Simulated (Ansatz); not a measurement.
InP:

```
CELL_PARAMETERS angstrom
0.00000 2.93050 2.93050
2.93050 0.00000 2.93050
2.93050 2.93050 0.00000
ATOMIC_POSITIONS crystal
In 0.00000 0.00000 0.00000
P 0.75000 0.75000 0.75000
```

Below is the output of Ansatz 0.2.0 for this cell. Logs are shortened: lines on timing, memory, paths and dates and some standing lists are left out, and cuts for length are marked.

```text
Warning: RAYON_NUM_THREADS=2 ignored (pool sized by the plan → 2); use --threads N
Engine: ansatz 0.2.0, x86_64-unknown-linux-gnu
Pseudopotentials: kind: paw
Pseudopotential: In, paw, valence charge 13, recommended cutoff 420 eV (normal), In.paw.azcp
Pseudopotential: P, paw, valence charge 5, recommended cutoff 420 eV (normal), P.paw.azcp
Functional definition: PBE
  parameter kappa = 0.804
  parameter beta = 0.06672455060314922
  exchange = pbe_x(kappa = kappa, mu = beta*pi^2/3)
  correlation = pbe_c(beta = beta)
Crystal: 2 atoms, lattice volume = 50.333 Å³
Basis set: ecut = 420 eV, 941 PW (Γ), exchange–correlation on 60×60×60 points (8 copies of the dense FFT grid, shifted against one another)
Bands: 13, of which v1, the nominal top of the filled ones, is band 9 counted from 1 (8 counted from 0)
Symmetry: 24 space group operations
Space group: F-43m (ITA 216), of the structure as read, at distance tolerance 3.7e-5 Å
k-points: 29 of 512 (time reversal used)
Non-local potential: In, projectors of the file, l = 0: 2, l = 1: 2, l = 2: 2, l = 3: 2
Non-local potential: P, projectors of the file, l = 0: 2, l = 1: 2, l = 2: 2
PAW form: soft (Blöchl's): semilocal exchange-correlation on the pseudo side does not see the compensation charge
PAW one-centre angular grid: In, 590 points (default); XC on 64 Gauss nodes
PAW one-centre angular grid: P, 110 points (default); XC on 64 Gauss nodes
Initial density: superposition of atomic densities (neutral atoms: chi_scale 0, normalization atom), corrected by the library's trained network
Initial wavefunctions: pseudopotential atomic-orbital guess
Functional: x = pbe(κ = 0.804, μ = 0.2195149727645171), c = pbe(β = 0.06672455060314922)
SCF iter   1: F=—  HF=-6353.983265 eV  |F-HF|=—  |Δ(HF+E_count)|=         —  Δρ=1.96e-3  dr2=4.08e-3  ethr=1.77e-3  ⟨swp⟩=6.6  Hψ=2616  notcnv=0
preconditioner: auto → none  [insulator: Δε(μ)=0.702 eV  Ē_g=14.748 eV  σ=0.019 eV  W_gap=1.00  n_scr=14 (ndim 8)  ℏωp=22.2 eV  f_vac=0.021  D(μ)=0.00/eV (n_scr^D=0)  ε∞_Penn≈3.3]
SCF iter   2: F=—  HF=-6353.981167 eV  |F-HF|=—  |Δ(HF+E_count)|=   2.10e-3  Δρ=1.21e-3  dr2=7.30e-4  ethr=2.26e-5  ⟨swp⟩=3.0  Hψ=1077  notcnv=0
SCF iter   3: F=—  HF=-6353.980961 eV  |F-HF|=—  |Δ(HF+E_count)|=   2.06e-4  Δρ=3.63e-4  dr2=6.63e-5  ethr=4.06e-6  ⟨swp⟩=2.0  Hψ=659  notcnv=0
SCF iter   4: F=—  HF=-6353.981006 eV  |F-HF|=—  |Δ(HF+E_count)|=   4.52e-5  Δρ=1.20e-4  dr2=5.59e-6  ethr=3.68e-7  ⟨swp⟩=2.0  Hψ=642  notcnv=0
SCF iter   5: F=—  HF=-6353.981008 eV  |F-HF|=—  |Δ(HF+E_count)|=   1.73e-6  Δρ=6.48e-5  dr2=1.98e-6  ethr=3.10e-8  ⟨swp⟩=2.0  Hψ=638  notcnv=0
SCF iter   6: F=-6353.981007 eV  HF=-6353.981007 eV  |F-HF|=3.19e-8  |Δ(HF+E_count)|=   4.28e-7  Δρ=1.17e-5  dr2=6.09e-8  ethr=5.56e-10  ⟨swp⟩=5.0  Hψ=2127  notcnv=0
SCF 1 converged in 6 iterations: F = -6353.981007 eV  dr2 = 6.09e-8
  greatest PAW one-centre occupation: 0.981 electrons in one spin orbital (limit 2), on the In atom at site 0 (counted from 0), in its partial waves of l = 2
SCF converged after 6 iterations
Free energy (F): -6353.981007 eV
Harris-Foulkes:  -6353.981007 eV  (|F-HF|=3.19e-8)
Internal energy: -6353.981007 eV  (E = F + TS)
E sigma→0 (E₀):  -6353.981007 eV
Fermi energy:    7.354446 eV
--- Per-component energies (eV) ---
  E_band       = -52.082739
  E_kinetic    = 313.783901
  E_local      = -1398.245014  (includes V_loc(G=0)·N_el)
  E_nonlocal   = 401.492553
  E_hartree    = 551.616179
  E_xc         = -276.703351
  E_vxc        = -160.008991  (∫ρ·V_xc dr)
  E_paw        = -4725.217017  (= ΣΔE_a)
  E_vpaw       = -312.345034  (= ΣTr[D̂ρ^β])
  E_aug_tail   = 0.000030  (compensation charges beyond the density's cutoff)
  E_ewald      = -1220.708286
  E_smearing   = -0.000000  (= −TS)
  E_closure    = -0.000000  (closes the sum)
  Σ components = -6353.981007   (vs F -6353.981007, Δ=0.00e0)
--- Forces (eV/Å), atoms counted from 1 ---
  atom   1  In    -0.00000000     0.00000000     0.00000000
  atom   2  P      0.00000000     0.00000000     0.00000000
  max |Σ_I F_I| component: 1.30e-16 eV/Å
--- Stress (GPa, compression-positive) ---
        3.335848       0.000000      -0.000000
       -0.000000       3.335848       0.000000
       -0.000000       0.000000       3.335848
  P = ⅓ Tr σ = 3.3358 GPa (33.358 kbar)
--- Band table (eV; the first three rows and the last of 29) ---
  k-point 0: bands = ["-7.1903", "-7.1903", "-7.1903", "-7.0381", "-7.0381", "-4.5204", "6.9965", "6.9965", "6.9965", "7.7119", "11.0859", "11.0859", "11.0859"]
  k-point 1: bands = ["-7.2094", "-7.1828", "-7.1828", "-7.0380", "-7.0380", "-4.3418", "5.4593", "6.8105", "6.8105", "8.6538", "11.2396", "11.3627", "11.3627"]
  k-point 2: bands = ["-7.2528", "-7.1670", "-7.1670", "-7.0354", "-7.0354", "-3.8433", "3.5580", "6.4395", "6.4395", "8.7952", "11.7856", "11.7856", "12.3172"]
  k-point 28: bands = ["-7.3425", "-7.1302", "-7.0942", "-7.0586", "-7.0230", "-2.0633", "1.3993", "4.0455", "4.0868", "11.2877", "11.3771", "12.5667", "13.2013"]
```

Q: What input gives this log?

A: Single point with PBE, no spin polarisation. The files as run (others can give the same):

input.yaml
```yaml
crystal:
  lattice:
    - [0.0, 2.9305, 2.9305]
    - [2.9305, 0.0, 2.9305]
    - [2.9305, 2.9305, 0.0]
  atoms:
    - { symbol: In, position: [0.0, 0.0, 0.0] }
    - { symbol: P, position: [0.75, 0.75, 0.75] }
hamiltonian:
  xc: pbe
  pseudopotentials: { kind: paw }
kpoints:
  mp_grid: { grid: [8, 8, 8] }
scf:
  occupations: { method: gaussian, width: 0.019 }
output:
  forces: true
  stress: true
  eigenvalues: true
```

Potentials or basis: Ansatz PAW.
The run is started by
```sh
$ ansatz run input.yaml --threads 2 --pin off --max-ram 5632MiB --backend cpu --events-out ev --progress --plain --runs-dir out
```

Caveat: spin-orbit coupling is left out, which moves the levels of the heavy elements.
